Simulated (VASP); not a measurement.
A run of VASP 6.6.1:

Contents of INCAR:

```
  PREC = Accurate
  ENCUT = 400
  EDIFF = 1E-6
  ISMEAR = 0
  SIGMA = 0.01
  LREAL = False
  LASPH = True
  NELM = 100
  ALGO = Fast
  ISIF = 2
  LWAVE = False
  LCHARG = False
  GGA = MK
  LUSE_VDW = True
  AGGAC = 0.0
  PARAM1 = 0.1234
  PARAM2 = 0.711357
  ZAB_VDW = -1.8867
  ISYM = 0
```

File KPOINTS:

```
regular mesh
0
Gamma
  1 1 1
```

File POSCAR:

```
H2Se                                    
1.0
   12.4610690859      0.0000000000      0.0000000000
    0.0000000000     12.9610690859      0.0000000000
    0.0000000000      0.0000000000     13.4610690859
  Se              H             
     1     2
Selective dynamics
Direct
     0.5259833377999996    0.5086471596999971    0.4566967937999991   F   F   F
     0.5103882296961224    0.4238433876021522    0.5290054432803138   T   T   T
     0.4606292650394763    0.5785255011195436    0.5192798605642690   T   T   T
```

Potentials or basis: VASP PAW PBE potentials, release 64 (Se, H).

The run is started by

```sh
$ cat potpaw_PBE.64/Se/POTCAR potpaw_PBE.64/H/POTCAR > POTCAR
$ mpirun -np 4 vasp_gam > vasp.out
```

Hardware: 4 MPI ranks on Intel(R) Xeon(R) 6975P-C (Granite Rapids), on a shared host.

Q: Estimate the wall time of this run.

A: It took 5.8 min on 4 MPI ranks on Intel(R) Xeon(R) 6975P-C (Granite Rapids), on a shared host, peak memory 1.2 GiB a rank. Counts: scf iterations 24, k points 1.
